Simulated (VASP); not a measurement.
## SiC (distorted wurtzite): a PBE single-point calculation in VASP

INCAR

```
LCHARG = .FALSE.
IBRION = -1
NBANDS = 16
SIGMA = 0.02
LWAVE = .FALSE.
GGA = PE
EDIFF = 1E-7
PREC = Accurate
ISMEAR = -1
LASPH = .TRUE.
NELM = 120
ENCUT = 520
ISIF = 2
LREAL = .FALSE.
NSW = 0
```

KPOINTS

```
KPOINTS created by Atomic Simulation Environment
0
Gamma
8 8 4
0 0 0
```

POSCAR

```
Si C
 1.0000000000000000
     3.0341000000000000    0.0446000000000000   -0.0265000000000000
    -1.4784999999999999    2.6499999999999999    0.0297000000000000
    -0.0435000000000000    0.0312000000000000    5.1616000000000000
 Si  C
   2   2
Cartesian
 -0.0568799999999999  1.9956361399999998  0.0811662400000000
  1.2825566900000001  1.0550883400000000  2.5293696500000000
  0.2297857200000002  1.9099518999999998  1.9629021600000001
  1.4210916500000002  1.0668252599999999  4.4470878699999998
```

VASP ran with the recommended PBE PAW datasets (16 valence electrons in the cell).

Command

```
mpirun -np 1 vasp_std
```

OSZICAR

```
N       E                     dE             d eps       ncg     rms          rms(c)
DAV:   1     0.291413904547E+02    0.29141E+02   -0.71272E+03  4224   0.890E+02
DAV:   2    -0.291187098465E+02   -0.58260E+02   -0.53027E+02  5984   0.161E+02
DAV:   3    -0.318003012975E+02   -0.26816E+01   -0.26701E+01  5480   0.322E+01
DAV:   4    -0.318202326699E+02   -0.19931E-01   -0.19928E-01  5424   0.342E+00
DAV:   5    -0.318204298383E+02   -0.19717E-03   -0.19716E-03  5504   0.324E-01    0.142E+01
DAV:   6    -0.270584170951E+02    0.47620E+01   -0.80572E+00  5464   0.186E+01    0.615E+00
DAV:   7    -0.269682833991E+02    0.90134E-01   -0.14584E+00  5904   0.738E+00    0.279E+00
DAV:   8    -0.269445421198E+02    0.23741E-01   -0.56382E-02  5256   0.169E+00    0.877E-01
DAV:   9    -0.269429770880E+02    0.15650E-02   -0.94450E-03  5984   0.719E-01    0.188E-01
DAV:  10    -0.269432174812E+02   -0.24039E-03   -0.12034E-03  5232   0.231E-01    0.932E-02
DAV:  11    -0.269432682200E+02   -0.50739E-04   -0.10613E-04  5296   0.760E-02    0.331E-02
DAV:  12    -0.269432697333E+02   -0.15133E-05   -0.16833E-05  5736   0.304E-02    0.136E-02
DAV:  13    -0.269432720371E+02   -0.23037E-05   -0.40811E-06  4808   0.144E-02    0.288E-03
DAV:  14    -0.269432721636E+02   -0.12655E-06   -0.20339E-07  5896   0.303E-03    0.199E-03
DAV:  15    -0.269432721689E+02   -0.52883E-08   -0.21740E-08  2752   0.107E-03
   1 F= -.26943272E+02 E0= -.26943272E+02  d E =-.301391E-12
```

From OUTCAR

```
k-points           NKPTS =    132   k-points in BZ     NKDIM =    132   number of bands    NBANDS=     16

   NELECT =      16.0000    total number of electrons

   dimension x,y,z NGX =    24 NGY =   24 NGZ =   40
   dimension x,y,z NGXF=    48 NGYF=   48 NGZF=   80

  energy-cutoff  :      520.00
  volume of cell :       41.84
      direct lattice vectors                 reciprocal lattice vectors
     3.034100000  0.044600000 -0.026500000     0.326920575  0.182378484  0.001652750
    -1.478500000  2.650000000  0.029700000    -0.005522270  0.374303360 -0.002309068
    -0.043500000  0.031200000  5.161600000     0.001710207 -0.001217409  0.193760147

 k-points in reciprocal lattice and weights: KPOINTS created by Atomic Simulation Env
   0.00000000  0.00000000  0.00000000       0.004
   0.12500000  0.00000000  0.00000000       0.008
   0.25000000  0.00000000  0.00000000       0.008
   0.37500000 -0.00000000  0.00000000       0.008
   0.50000000  0.00000000  0.00000000       0.004
  -0.00000000  0.12500000  0.00000000       0.008
   0.12500000  0.12500000  0.00000000       0.008
   0.25000000  0.12500000  0.00000000       0.008
   ...

 E-fermi :   9.2336

 k-point     1 :       0.0000    0.0000    0.0000
  band No.  band energies     occupation
      1      -7.5157      2.00000
      2      -4.0579      2.00000
      3      -0.7690      2.00000
      4       5.4310      2.00000
      5       7.4148      2.00000
      6       7.8162      2.00000
      7       8.2083      2.00000
      8       8.7676      2.00000
      9      12.5331      0.00000
     10      13.5234      0.00000
     11      14.7335      0.00000
     12      15.2206      0.00000
     13      15.4382      0.00000
     14      16.3434      0.00000
     15      18.1702      0.00000
     16      19.0063      0.00000

 k-point     2 :       0.1250    0.0000    0.0000
  band No.  band energies     occupation
      1      -7.2609      2.00000
      2      -3.8325      2.00000
      3      -0.5322      2.00000
      4       5.0917      2.00000
      5       6.1528      2.00000
      6       7.2937      2.00000
      7       7.7138      2.00000
      8       8.3048      2.00000
      9      12.9085      0.00000
     10      13.6875      0.00000
     11      14.3770      0.00000
     12      15.2896      0.00000
     13      16.1139      0.00000
     14      16.5422      0.00000
     15      17.5204      0.00000
     16      18.5542      0.00000

 k-point     3 :       0.2500    0.0000    0.0000
  band No.  band energies     occupation
      1      -6.5275      2.00000
      2      -3.2026      2.00000
      3       0.1175      2.00000
      4       3.2779      2.00000
      5       4.7475      2.00000
      6       5.8151      2.00000
      7       7.0454      2.00000
      8       7.6775      2.00000
      9      11.8241      0.00000
     10      12.7306      0.00000
     11      14.5360      0.00000
     12      15.3964      0.00000
     13      16.2722      0.00000
     14      17.5946      0.00000
     15      18.4677      0.00000
     16      19.3540      0.00000

 k-point     4 :       0.3750   -0.0000    0.0000
  band No.  band energies     occupation
      1      -5.4707      2.00000
      2      -2.4080      2.00000
      3       0.4964      2.00000
      4       1.6904      2.00000
      5       3.4650      2.00000
      6       4.6963      2.00000
      7       6.2088      2.00000
      8       7.1779      2.00000
      9      10.8045      0.00000
     10      11.5267      0.00000
     11      14.4396      0.00000
     12      15.3808      0.00000
     13      16.4629      0.00000
     14      18.4514      0.00000
     15      19.5169      0.00000
     16      20.4415      0.00000

 k-point     5 :       0.5000    0.0000    0.0000
  band No.  band energies     occupation
      1      -4.7820      2.00000
      2      -2.1238      2.00000
      3      -0.0617      2.00000
      4       2.0464      2.00000
      5       2.5656      2.00000
      6       4.4297      2.00000
      7       5.6028      2.00000
      8       6.9897      2.00000
      9      10.4486      0.00000
     10      11.1523      0.00000
     11      14.2759      0.00000
     12      15.2994      0.00000
     13      17.2560      0.00000
     14      17.9981      0.00000
     15      19.6010      0.00000
     16      21.0200      0.00000

 k-point     6 :      -0.0000    0.1250    0.0000
  band No.  band energies     occupation
      1      -7.2529      2.00000
      2      -3.8299      2.00000
      3      -0.5244      2.00000
      4       4.5822      2.00000
      5       6.5642      2.00000
      6       7.2828      2.00000
      7       7.7853      2.00000
      8       8.5285      2.00000
      9      12.8328      0.00000
     10      13.7165      0.00000
     11      14.4459      0.00000
     12      15.2618      0.00000
     13      15.9050      0.00000
     14      16.5448      0.00000
     15      17.5065      0.00000
     16      18.6368      0.00000

 k-point     7 :       0.1250    0.1250    0.0000
  band No.  band energies     occupation
      1      -6.7721      2.00000
      2      -3.4069      2.00000
      3      -0.0952      2.00000
      4       3.9905      2.00000
      5       4.7444      2.00000
      6       6.3476      2.00000
      7       7.1516      2.00000
      8       7.8181      2.00000
      9      12.8989      0.00000
     10      13.3298      0.00000
     11      14.5881      0.00000
     12      14.8553      0.00000
     13      15.9235      0.00000
     14      17.1181      0.00000
     15      17.7850      0.00000
     16      18.8421      0.00000

 k-point     8 :       0.2500    0.1250    0.0000
  band No.  band energies     occupation
      1      -5.8660      2.00000
      2      -2.6669      2.00000
      3       0.5998      2.00000
      4       2.4457      2.00000
      5       3.3782      2.00000
      6       4.9816      2.00000
      7       6.2461      2.00000
      8       6.8978      2.00000
      9      11.4973      0.00000
     10      12.6574      0.00000
     11      14.7959      0.00000
     12      15.5012      0.00000
     13      16.1053      0.00000
     14      17.8196      0.00000
     15      19.1165      0.00000
     16      19.9212      0.00000

 k-point     9 :       0.3750    0.1250   -0.0000
  band No.  band energies     occupation
      1      -4.8459      2.00000
      2      -2.0767      2.00000
      3       0.2947      2.00000
      4       1.9867      2.00000
      5       2.8956      2.00000
      6       3.7164      2.00000
      7       5.5605      2.00000
      8       6.2269      2.00000
      9      10.5190      0.00000
     10      12.2439      0.00000
     11      14.9762      0.00000
     12      15.3556      0.00000
     13      17.1671      0.00000
     14      18.3467      0.00000
     15      19.5507      0.00000
     16      20.5315      0.00000

 k-point    10 :       0.5000    0.1250    0.0000
  band No.  band energies     occupation
      1      -4.7830      2.00000
      2      -2.1176      2.00000
      3       0.2828      2.00000
      4       2.0802      2.00000
      5       2.8861      2.00000
      6       3.6281      2.00000
      7       5.6309      2.00000
      8       6.1527      2.00000
      9      10.5610      0.00000
     10      12.2970      0.00000
     11      15.0128      0.00000
     12      15.3862      0.00000
     13      17.1134      0.00000
     14      18.3827      0.00000
     15      19.3016      0.00000
     16      20.0503      0.00000

 k-point    11 :      -0.3750    0.1250   -0.0000
  band No.  band energies     occupation
      1      -5.7844      2.00000
      2      -2.6623      2.00000
      3       0.6678      2.00000
      4       2.2270      2.00000
      5       3.6514      2.00000
      6       4.8439      2.00000
      7       6.4361      2.00000
      8       6.6439      2.00000
      9      11.5585      0.00000
     10      12.9296      0.00000
     11      14.9646      0.00000
     12      15.2010      0.00000
     13      16.1804      0.00000
     14      17.7964      0.00000
     15      18.5177      0.00000
     16      19.2775      0.00000

 k-point    12 :      -0.2500    0.1250    0.0000
  band No.  band energies     occupation
      1      -6.7193      2.00000
      2      -3.3888      2.00000
      3      -0.0314      2.00000
      4       3.7250      2.00000
      5       5.1054      2.00000
      6       6.5216      2.00000
      7       7.1445      2.00000
      8       7.3566      2.00000
      9      13.0769      0.00000
     10      13.8614      0.00000
     11      14.0885      0.00000
     12      15.0712      0.00000
     13      16.0782      0.00000
     14      16.8791      0.00000
     15      17.6033      0.00000
     16      18.2457      0.00000

 ...

  Total       10.8509971      6.5518897      0.1592858     -9.6807727     -6.0226257      6.1260347
  in kB      415.5484710    250.9103756      6.0999902   -370.7336991   -230.6417420    234.6018826
  external PRESSURE =     224.1862789 kB  Pullay stress =       0.0000000 kB

 POSITION                                       TOTAL-FORCE (eV/Angst)
 -----------------------------------------------------------------------------------
     -0.05688      1.99564      0.08117         0.683106     -1.549549     -2.093184
      1.28256      1.05509      2.52937        13.084470     -9.131076      7.161077
      0.22979      1.90995      1.96290       -13.490616      9.513273     -6.594331
      1.42109      1.06683      4.44709        -0.276959      1.167351      1.526438
 -----------------------------------------------------------------------------------
    total drift:                               -0.000078      0.000119      0.000009

  FREE ENERGIE OF THE ION-ELECTRON SYSTEM (eV)
  ---------------------------------------------------
  free  energy   TOTEN  =       -26.9432721689 eV

  energy  without entropy=      -26.9432721689  energy(sigma->0) =      -26.94327217
```

The gap between bands v and c on the k mesh is 1.19 eV, the least direct gap on the k mesh is 3.21 eV and the pressure is 22.4 GPa. The largest force is 17.78 eV/Å.

Band v is the last that the valence electrons fill when counted band by band, and c is the next.

The run took about 27 s on one core of a shared host (Intel Xeon 6975P-C) and held 0.2 GiB at most.
